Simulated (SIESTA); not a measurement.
Crystal: In.

```xyz
2
Lattice="3.3355 0.0000 0.0000 -1.6677 2.8886 0.0000 0.0000 0.0000 5.5091" Properties=species:S:1:pos:R:3 pbc="T T T"
In    1.6677    0.9629    4.1319
In    0.0000    1.9257    1.3773
```

This isn't the form of In at room conditions, which is tetragonal.

* Program: SIESTA 5.4.2
* Task: single point
* Functional: PBE
* Potentials or basis: PseudoDojo 0.4 standard (PBE files)
* Basis: DZP (energy shift 0.003 Ry; two zetas on semicore shells)
* Grid cutoff: 500 Ry
* Energy shift: 0.003 Ry
* k mesh: 9 × 9 × 5
* Occupations: fermi-dirac, width 0.05 eV
* Spin: no spin polarisation

On this cell: pressure 1.8 GPa; largest force under 0.003 eV/Å; band gap on the k mesh none (metal or under the smearing width).

The same run follows on a disturbed copy (atoms moved at random, drawn with an rms of 0.05 Å):

```
In
1.0
     3.33548    0.00000    0.00000
    -1.66774    2.88861    0.00000
     0.00000    0.00000    5.50914
In
2
Direct
  0.67002 0.33591 0.74904
  0.32037 0.68022 0.25626
```

Problem. What does the disturbed cell give?

Solution. The energy (extrapolated to zero smearing) moves by +1.6 meV/atom; pressure 1.9 GPa; largest force 0.125 eV/Å; band gap on the k mesh none (metal or under the smearing width).

Forces in eV/Å, atoms in the order of the input:
```
In  -0.021  0.008  0.123
In   0.021 -0.008 -0.123
```

Stress tensor (GPa, compression positive):
```
 1.73  0.19 -0.02
 0.19  1.89  0.01
-0.02  0.01  1.94
```

Caveats: the basis of atomic orbitals isn't converged, which shifts pressures, moduli and gaps.
